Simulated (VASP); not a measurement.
Ta2N:

```
Ta N
1.0
     3.11286    0.00000    0.00000
    -1.55643    2.69582    0.00000
     0.00000    0.00000    4.86984
Ta N
2 1
Direct
  0.33333 0.66667 0.25471
  0.66667 0.33333 0.74529
  0.00000 0.00000 0.00000
```

The cell comes from a database or a generator and needn't be the stable form of this composition.

```yaml
Program: VASP 6.6.1
Task: relaxation of cell and atoms
Functional: PBE
Dispersion: D3(BJ)
Potentials_or_basis: VASP PAW PBE potentials, release 64 (Ta_pv, N)
Cutoff: 600 eV
k_mesh: 8 × 8 × 6
Occupations: fermi-dirac, width 0.05 eV
Spin: no spin polarisation
```

At the start: pressure -7.2 GPa; volume 13.62 Å³/atom.

**Question.** How do energy, volume and symmetry change on relaxing?

**Answer.** Over 7 steps the energy falls by 8.3 meV/atom and the volume is 13.26 Å³/atom (-2.6 %); space group P-3m1 (No. 164, to 0.05 Å).

The path:
```
step  energy change (eV)  largest force (eV/Å)  pressure (GPa)  volume (Å³)
   1              0.0000                0.0600           -7.20        40.87
   2              0.1400                0.6563           22.19        37.35
   3             -0.0237                0.1113           -0.20        39.86
   4             -0.0237                0.1149           -0.01        39.84
   5             -0.0247                0.0372            0.00        39.81
   6             -0.0249                0.0201            0.03        39.78
   7             -0.0250                0.0011           -0.03        39.79
```

Final structure:
```
Ta N
1.0
     3.07777    0.00000    0.00000
    -1.53889    2.66543    0.00000
     0.00000    0.00000    4.85024
Ta N
2 1
Cartesian
  0.0000 1.7770 1.2426
  1.5389 0.8885 3.6076
  -1.5389 2.6654 0.0000
```

Caveat: pairwise dispersion overbinds metals, which lowers pressure and volume.
